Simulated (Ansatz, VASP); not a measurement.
## K in VASP and in Ansatz

```
K
1.0
     4.58082    0.00000    0.00000
    -2.29041    3.96711    0.00000
     0.00000    0.00000    4.28020
K
1
Cartesian
  0.0000 0.0000 0.0000
```

Alike in both runs: task single point; functional PBE; k mesh 6 × 6 × 4; occupations gaussian, width 0.1 eV; no spin polarisation.

|  | VASP | Ansatz |
| --- | --- | --- |
| version | VASP 6.6.1 | Ansatz 0.2.0 |
| potentials or method | VASP PAW PBE potentials, release 64 (K_sv) | scalar-relativistic, plane waves, PAW |
| plane-wave cutoff (eV) | 520 | 420 |
| valence electrons in the cell | 9 | 9 |

|  | VASP | Ansatz | Ansatz less VASP |
| --- | --- | --- | --- |
| gap on the k mesh at the Fermi level (eV) | none | none | - |
| pressure (GPa) | -0.1 | 0.0 | +0.01 |
| largest component of the traceless stress (GPa) | 0.20 | 0.20 | 0.000 |

A gap of «none» marks a metal or a gap that the smearing closes. With one functional, cell and mesh, what is left measures potentials, basis and numerics.

Caveats: the k mesh is coarse (spacing up to 0.37 Å⁻¹), so the values aren't converged.
